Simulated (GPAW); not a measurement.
# W (Im-3m) in GPAW: notebook, part 2 of 2

GPAW 26.7.0.

## 3. Relaxation of cell and atoms, PBEsol+D3(BJ)+ATM

File run.py:

```python
from ase import Atoms
from ase.calculators.mixing import SumCalculator
from ase.filters import FrechetCellFilter
from ase.io import write
from ase.optimize import BFGS
from dftd3.ase import DFTD3
from gpaw import GPAW, PW, setup_paths

setup_paths.insert(0, '.')

atoms = Atoms(['W'],
              cell=[[-1.582345, 1.582345, 1.582345],
                    [1.582345, -1.582345, 1.582345],
                    [1.582345, 1.582345, -1.582345]],
              scaled_positions=[[0.0, 0.0, 0.0]],
              pbc=True)

calc = GPAW(mode=PW(600),
            xc='PBEsol',
            kpts={'size': (12, 12, 12), 'gamma': True},
            occupations={'name': 'fermi-dirac', 'width': 0.05},
            nbands=16,
            convergence={'density': 1e-05, 'forces': 0.0001},
            maxiter=150,
            txt='gpaw.txt')
atoms.calc = SumCalculator([calc, DFTD3(damping='d3bj', params_tweaks=dict(method='pbesol', atm=True))])
opt = BFGS(FrechetCellFilter(atoms), trajectory='relax.traj', logfile='-')
done = opt.run(fmax=0.02, steps=60)
calc.write('gs.gpw')
write('result.traj', atoms)
print('Converged:', done)
print('Cell:', atoms.cell.cellpar().round(4))
print('Volume:', round(atoms.get_volume(), 4))
print(atoms.get_scaled_positions().round(5))
```

Potentials or basis: PAW data sets generated in the run's folder for this functional, pw.

On the command line:

```
gpaw-setup -f PBEsol W
OMP_NUM_THREADS=1 python run.py
```

gpaw.txt:

```text
__  _  _
 | _ |_)|_||  |
 |__||  | ||/\| - 26.7.0

Input parameters:
  mode=PW(ecut=600.0),
  convergence={'density': 1e-05, 'forces': 0.0001},
  kpts=MonkhorstPack(size=(12, 12, 12), gamma=True),
  maxiter=150,
  nbands=16,
  occupations=Occupations(name='fermi-dirac', width=0.05),
  xc=XC(name='PBEsol')

Diagonalizing LCAO Hamiltonian
Converting LCAO to pw mode

       W

Atoms  # Å, Bohr magnetons
|   | symbol |        x |        y |        z |    initial magnetic moments |
|---|--------|----------|----------|----------|-----------------------------|
| 0 |      W | 0.000000 | 0.000000 | 0.000000 | ( 0.0000,  0.0000,  0.0000) |

Unit cell  # Å
| periodic |         x |         y |         z |  lengths |     angles |
|----------|-----------|-----------|-----------|----------|------------|
|      yes | -1.582345 |  1.582345 |  1.582345 | 2.740702 | 109.471221 |
|      yes |  1.582345 | -1.582345 |  1.582345 | 2.740702 | 109.471221 |
|      yes |  1.582345 |  1.582345 | -1.582345 | 2.740702 | 109.471221 |

Number of symmetries: 48
Symmetry operations  # r_c * U_cc + t_c -> r_c
|    | kind |            matrix            |
|----|------|------------------------------|
|  0 |  σ   |  1, 1, 1,  0, 0,-1,  0,-1, 0 |
|  1 |  C4  |  1, 1, 1,  0, 0,-1, -1, 0, 0 |
|  2 |  C2  |  1, 1, 1,  0,-1, 0,  0, 0,-1 |
|  3 |  S6  |  1, 1, 1,  0,-1, 0, -1, 0, 0 |
|  4 |  S6  |  1, 1, 1, -1, 0, 0,  0, 0,-1 |
|  5 |  C4  |  1, 1, 1, -1, 0, 0,  0,-1, 0 |
|  6 |  E   |  1, 0, 0,  0, 1, 0,  0, 0, 1 |
|  7 |  σ   |  1, 0, 0,  0, 1, 0, -1,-1,-1 |
|  8 |  σ   |  1, 0, 0,  0, 0, 1,  0, 1, 0 |
[... 149 lines left out ...]
SCF iterations
|iter     | |      energy | eigst |  dens |force |
|---------|-|-------------|-------|-------|------|
|iter:   1| |  -12.665651 | -0.15 |       |      |
|iter:   2| |  -12.625067 | -3.31 | -1.22 |      |
|iter:   3| |  -12.416386 | -2.19 | -1.25 |      |
|iter:   4| |  -12.417737 | -3.88 | -1.96 |      |
|iter:   5| |  -12.418437c| -5.01 | -2.35 |      |
|iter:   6| |  -12.418433c| -6.85 | -3.83 |      |
|iter:   7| |  -12.418434c| -8.46c| -4.22 |      |
|iter:   8| |  -12.418434c| -8.39c| -5.14c|      |
|iter:   9| |  -12.418434c| -9.80c| -5.91c|-23.91c|

Converged in 9 steps
Energy contributions relative to reference atoms: (reference = -438642.771174)

Energy contributions:
  Kinetic:           4.944168
  Coulomb:          -6.730807
  Zero:             -0.031263
  External:          0.000000
  Xc:              -10.598078
  Entropy:          -0.004908
  Spinorbit:         0.000000
  ----------------------------
  Free energy:     -12.420888
  Extrapolated:    -12.418434
[... 27 lines left out ...]
Stress tensor  # eV/Ang^3
|         x |         y |         z |
|-----------|-----------|-----------|
|  0.020491 | -0.000000 | -0.000000 |
| -0.000000 |  0.020491 |  0.000000 |
| -0.000000 |  0.000000 |  0.020491 |

Forces  # eV/Ang
|        x |        y |        z |
|----------|----------|----------|
| -0.00000 | -0.00000 | -0.00000 |  # W    0

Interpolating wave functions to new cell

       W

Atoms  # Å, Bohr magnetons
|   | symbol |         x |         y |        z |    initial magnetic moments |
|---|--------|-----------|-----------|----------|-----------------------------|
| 0 |      W | -0.000000 | -0.000000 | 0.000000 | ( 0.0000,  0.0000,  0.0000) |

Unit cell  # Å
| periodic |         x |         y |         z |  lengths |     angles |
|----------|-----------|-----------|-----------|----------|------------|
|      yes | -1.561658 |  1.561658 |  1.561658 | 2.704872 | 109.471221 |
|      yes |  1.561658 | -1.561658 |  1.561658 | 2.704872 | 109.471221 |
|      yes |  1.561658 |  1.561658 | -1.561658 | 2.704872 | 109.471221 |

Number of symmetries: 48
Symmetry operations  # r_c * U_cc + t_c -> r_c
|    | kind |            matrix            |
|----|------|------------------------------|
|  0 |  σ   |  1, 1, 1,  0, 0,-1,  0,-1, 0 |
|  1 |  C4  |  1, 1, 1,  0, 0,-1, -1, 0, 0 |
|  2 |  C2  |  1, 1, 1,  0,-1, 0,  0, 0,-1 |
|  3 |  S6  |  1, 1, 1,  0,-1, 0, -1, 0, 0 |
|  4 |  S6  |  1, 1, 1, -1, 0, 0,  0, 0,-1 |
|  5 |  C4  |  1, 1, 1, -1, 0, 0,  0,-1, 0 |
|  6 |  E   |  1, 0, 0,  0, 1, 0,  0, 0, 1 |
|  7 |  σ   |  1, 0, 0,  0, 1, 0, -1,-1,-1 |
|  8 |  σ   |  1, 0, 0,  0, 0, 1,  0, 1, 0 |
[... 149 lines left out ...]
SCF iterations
|iter     | |      energy | eigst |  dens |force |
|---------|-|-------------|-------|-------|------|
|iter:   1| |  -12.438241 | -1.03 |       |      |
|iter:   2| |  -12.432155 | -4.30 | -1.76 |      |
|iter:   3| |  -12.405199 | -3.18 | -1.80 |      |
|iter:   4| |  -12.406105 | -5.00 | -2.74 |      |
|iter:   5| |  -12.406556c| -6.17 | -3.01 |      |
|iter:   6| |  -12.406557c| -8.24c| -4.24 |      |
|iter:   7| |  -12.406557c| -7.73c| -4.61 |      |
|iter:   8| |  -12.406557c| -9.39c| -6.14c|      |
|iter:   9| |  -12.406557c|-10.21c| -6.50c|-25.55c|

Converged in 9 steps
Energy contributions relative to reference atoms: (reference = -438642.771174)

Energy contributions:
  Kinetic:          11.041542
  Coulomb:         -11.857397
  Zero:             -0.034839
  External:          0.000000
  Xc:              -11.553219
  Entropy:          -0.005289
  Spinorbit:         0.000000
  ----------------------------
  Free energy:     -12.409202
  Extrapolated:    -12.406557
[... 27 lines left out ...]
Stress tensor  # eV/Ang^3
|         x |         y |         z |
|-----------|-----------|-----------|
| -0.060703 |  0.000000 | -0.000000 |
|  0.000000 | -0.060703 |  0.000000 |
| -0.000000 |  0.000000 | -0.060703 |

Forces  # eV/Ang
|        x |       y |       z |
|----------|---------|---------|
| -0.00000 | 0.00000 | 0.00000 |  # W    0

Interpolating wave functions to new cell

       W

Atoms  # Å, Bohr magnetons
|   | symbol |        x |        y |         z |    initial magnetic moments |
|---|--------|----------|----------|-----------|-----------------------------|
| 0 |      W | 0.000000 | 0.000000 | -0.000000 | ( 0.0000,  0.0000,  0.0000) |

Unit cell  # Å
| periodic |         x |         y |         z |  lengths |     angles |
|----------|-----------|-----------|-----------|----------|------------|
|      yes | -1.566849 |  1.566849 |  1.566849 | 2.713863 | 109.471221 |
|      yes |  1.566849 | -1.566849 |  1.566849 | 2.713863 | 109.471221 |
|      yes |  1.566849 |  1.566849 | -1.566849 | 2.713863 | 109.471221 |

Number of symmetries: 48
Symmetry operations  # r_c * U_cc + t_c -> r_c
|    | kind |            matrix            |
|----|------|------------------------------|
|  0 |  σ   |  1, 1, 1,  0, 0,-1,  0,-1, 0 |
|  1 |  C4  |  1, 1, 1,  0, 0,-1, -1, 0, 0 |
|  2 |  C2  |  1, 1, 1,  0,-1, 0,  0, 0,-1 |
|  3 |  S6  |  1, 1, 1,  0,-1, 0, -1, 0, 0 |
|  4 |  S6  |  1, 1, 1, -1, 0, 0,  0, 0,-1 |
|  5 |  C4  |  1, 1, 1, -1, 0, 0,  0,-1, 0 |
|  6 |  E   |  1, 0, 0,  0, 1, 0,  0, 0, 1 |
|  7 |  σ   |  1, 0, 0,  0, 1, 0, -1,-1,-1 |
|  8 |  σ   |  1, 0, 0,  0, 0, 1,  0, 1, 0 |
[... 149 lines left out ...]
SCF iterations
|iter     | |      energy | eigst |  dens |force |
|---------|-|-------------|-------|-------|------|
|iter:   1| |  -12.416137 | -2.15 |       |      |
|iter:   2| |  -12.415753 | -5.40 | -2.35 |      |
|iter:   3| |  -12.414113c| -4.41 | -2.40 |      |
|iter:   4| |  -12.414173c| -6.16 | -3.33 |      |
|iter:   5| |  -12.414203c| -7.37 | -3.61 |      |
|iter:   6| |  -12.414203c| -8.38c| -4.85 |      |
|iter:   7| |  -12.414203c| -8.79c| -5.23c|      |
|iter:   8| |  -12.414203c|-10.25c| -6.67c|-25.29c|

Converged in 8 steps
Energy contributions relative to reference atoms: (reference = -438642.771174)

Energy contributions:
  Kinetic:           9.465293
  Coulomb:         -10.535399
  Zero:             -0.033814
  External:          0.000000
  Xc:              -11.307659
  Entropy:          -0.005246
  Spinorbit:         0.000000
  ----------------------------
  Free energy:     -12.416826
  Extrapolated:    -12.414203
[... 27 lines left out ...]
Stress tensor  # eV/Ang^3
|         x |         y |         z |
|-----------|-----------|-----------|
| -0.039088 |  0.000000 | -0.000000 |
|  0.000000 | -0.039088 |  0.000000 |
| -0.000000 |  0.000000 | -0.039088 |

Forces  # eV/Ang
|       x |        y |       z |
|---------|----------|---------|
| 0.00000 | -0.00000 | 0.00000 |  # W    0

# Writing to gs.gpw (mode='')
```

Run time: 27 s. Hardware: 1 thread of Arm Neoverse V2, shared host; peak memory 0.18 GiB.

What came out:

```yaml
Free_energy: -13.1023 eV
Relaxed_volume: 15.39 Å³/atom
Relaxed_cell: a = 2.714 Å, b = 2.714 Å, c = 2.714 Å, α = 109.47°, β = 109.47°, γ = 109.47°
Space_group_after_relaxing_to_0.05_Å: Im-3m (No. 229)
Energy_gained_by_relaxing: 13.5 meV/atom
Ionic_steps: 3
Pressure_after_relaxing: -0.1 GPa
Band_gap_on_the_k_mesh: none (metal or under the smearing width)
Dispersion_energy_per_atom: -0.685 eV
```

The path:
| step | energy change (eV) | largest force (eV/Å) | pressure (GPa) | volume (Å³) |
| --- | --- | --- | --- | --- |
| 1 | 0.0000 | 0.0000 | -9.31 | 15.85 |
| 2 | -0.0120 | 0.0000 | 3.27 | 15.23 |
| 3 | -0.0135 | 0.0000 | -0.08 | 15.39 |

Final structure:
```xyz
1
Lattice="-1.5668 1.5668 1.5668 1.5668 -1.5668 1.5668 1.5668 1.5668 -1.5668" Properties=species:S:1:pos:R:3 pbc="T T T"
W     0.0000    0.0000    0.0000
```

Caveat: later steps reuse the first step's grids; pairwise dispersion overbinds metals, which lowers pressure and volume.

## 4. Relaxation of cell and atoms, PBEsol+D4

run.py, as its differences from that of step 3:

```diff
@@ -5,3 +5,3 @@
 from ase.optimize import BFGS
-from dftd3.ase import DFTD3
+from dftd4.ase import DFTD4
 from gpaw import GPAW, PW, setup_paths
@@ -25,3 +25,3 @@
             txt='gpaw.txt')
-atoms.calc = SumCalculator([calc, DFTD3(damping='d3bj', params_tweaks=dict(method='pbesol', atm=True))])
+atoms.calc = SumCalculator([calc, DFTD4(method='pbesol')])
 opt = BFGS(FrechetCellFilter(atoms), trajectory='relax.traj', logfile='-')
```

Potentials or basis: PAW data sets generated in the run's folder for this functional, pw.

On the command line:

```
gpaw-setup -f PBEsol W
OMP_NUM_THREADS=1 python run.py
```

gpaw.txt:

```text
__  _  _
 | _ |_)|_||  |
 |__||  | ||/\| - 26.7.0

Input parameters:
  mode=PW(ecut=600.0),
  convergence={'density': 1e-05, 'forces': 0.0001},
  kpts=MonkhorstPack(size=(12, 12, 12), gamma=True),
  maxiter=150,
  nbands=16,
  occupations=Occupations(name='fermi-dirac', width=0.05),
  xc=XC(name='PBEsol')

Diagonalizing LCAO Hamiltonian
Converting LCAO to pw mode

       W

Atoms  # Å, Bohr magnetons
|   | symbol |        x |        y |        z |    initial magnetic moments |
|---|--------|----------|----------|----------|-----------------------------|
| 0 |      W | 0.000000 | 0.000000 | 0.000000 | ( 0.0000,  0.0000,  0.0000) |

Unit cell  # Å
| periodic |         x |         y |         z |  lengths |     angles |
[... 488 lines left out ...]
|----------|-----------|-----------|-----------|----------|------------|
|      yes | -1.570383 |  1.570383 |  1.570383 | 2.719984 | 109.471221 |
|      yes |  1.570383 | -1.570383 |  1.570383 | 2.719984 | 109.471221 |
|      yes |  1.570383 |  1.570383 | -1.570383 | 2.719984 | 109.471221 |
[... 163 lines left out ...]
SCF iterations
|iter     | |      energy | eigst |  dens |force |
|---------|-|-------------|-------|-------|------|
|iter:   1| |  -12.418690 | -2.37 |       |      |
|iter:   2| |  -12.418467 | -5.63 | -2.47 |      |
|iter:   3| |  -12.417529c| -4.64 | -2.51 |      |
|iter:   4| |  -12.417566c| -6.40 | -3.45 |      |
|iter:   5| |  -12.417584c| -7.61c| -3.73 |      |
|iter:   6| |  -12.417584c| -8.64c| -4.97 |      |
|iter:   7| |  -12.417584c| -9.03c| -5.35c|      |
|iter:   8| |  -12.417584c|-10.48c| -6.79c|-25.15c|

Converged in 8 steps
Energy contributions relative to reference atoms: (reference = -438642.771174)

Energy contributions:
  Kinetic:           8.410009
  Coulomb:          -9.649114
  Zero:             -0.033167
  External:          0.000000
  Xc:              -11.142713
  Entropy:          -0.005197
  Spinorbit:         0.000000
  ----------------------------
  Free energy:     -12.420183
  Extrapolated:    -12.417584
[... 24 lines left out ...]
No gap
No difference between direct/indirect transitions

Stress tensor  # eV/Ang^3
|         x |         y |         z |
|-----------|-----------|-----------|
| -0.024860 |  0.000000 |  0.000000 |
|  0.000000 | -0.024860 |  0.000000 |
|  0.000000 |  0.000000 | -0.024860 |

Forces  # eV/Ang
|        x |       y |       z |
|----------|---------|---------|
| -0.00000 | 0.00000 | 0.00000 |  # W    0

# Writing to gs.gpw (mode='')
```

Run time: 27 s. Hardware: 1 thread of Arm Neoverse V2, shared host; peak memory 0.17 GiB.

What came out:

```
Free energy                            : -12.8497 eV
Relaxed volume                         : 15.49 Å³/atom
Relaxed cell                           : a = 2.720 Å, b = 2.720 Å, c = 2.720 Å, α = 109.47°, β = 109.47°, γ = 109.47°
Space group after relaxing (to 0.05 Å) : Im-3m (No. 229)
Energy gained by relaxing              : 7.9 meV/atom
Ionic steps                            : 3
Pressure after relaxing                : 0.0 GPa
Band gap on the k mesh                 : none (metal or under the smearing width)
Dispersion energy per atom             : -0.430 eV
```

The path:
```csv
step,energy change (eV),largest force (eV/Å),pressure (GPa),volume (Å³)
1,0.0000,0.0000,-7.15,15.85
2,-0.0070,0.0000,2.45,15.37
3,-0.0079,0.0000,-0.05,15.49
```

Final structure:
```cif
data_structure
_symmetry_space_group_name_H-M 'P 1'
_symmetry_Int_Tables_number 1
_cell_length_a 2.7200
_cell_length_b 2.7200
_cell_length_c 2.7200
_cell_angle_alpha 109.471
_cell_angle_beta 109.471
_cell_angle_gamma 109.471
_cell_volume 15.49
loop_
_atom_site_label
_atom_site_type_symbol
_atom_site_fract_x
_atom_site_fract_y
_atom_site_fract_z
_atom_site_occupancy
W1 W 0.00000 0.00000 0.00000 1
```

Levels at points of the mesh, in eV from the Fermi level:
```tsv
k point	band 3	band 4	band 5	band 6	band 7	band 8	band 9	band 10	band 11	band 12
(0.00, 0.00, 0.00)	-37.63	-37.63	-9.65	-1.20	-1.20	-1.20	2.34	2.34	14.94	14.94
(0.50, 0.50, 0.00)	-38.08	-37.64	-6.34	-3.61	0.84	2.26	3.26	6.44	11.53	11.76
(0.50, 0.50, 0.50)	-38.59	-38.59	-5.96	-5.96	5.41	5.41	5.41	8.52	8.52	8.52
```

Caveat: later steps reuse the first step's grids; pairwise dispersion overbinds metals, which lowers pressure and volume. The run has no spin-orbit coupling, so splittings on W are missing.

## 5. The runs side by side

```csv
level,gap on the mesh (eV),pressure (GPa),relaxed volume (Å³/atom)
PBEsol+D3(BJ),none,-0.1,15.31
PBEsol+D3(BJ)+ATM,none,-0.1,15.39
PBEsol+D4,none,0.0,15.49
```

Alike in all rows: task relaxation of cell and atoms; potentials or basis PAW data sets generated in the run's folder for this functional, pw; no spin polarisation; cell relaxed; k mesh 12 × 12 × 12; cutoff (eV) 600; smearing fermi-dirac 0.05 eV.

Caveats: later steps reuse the first step's grids; pairwise dispersion overbinds metals, which lowers pressure and volume.

Total energies depend on the potentials used, so only differences within one code and one set of settings carry meaning.
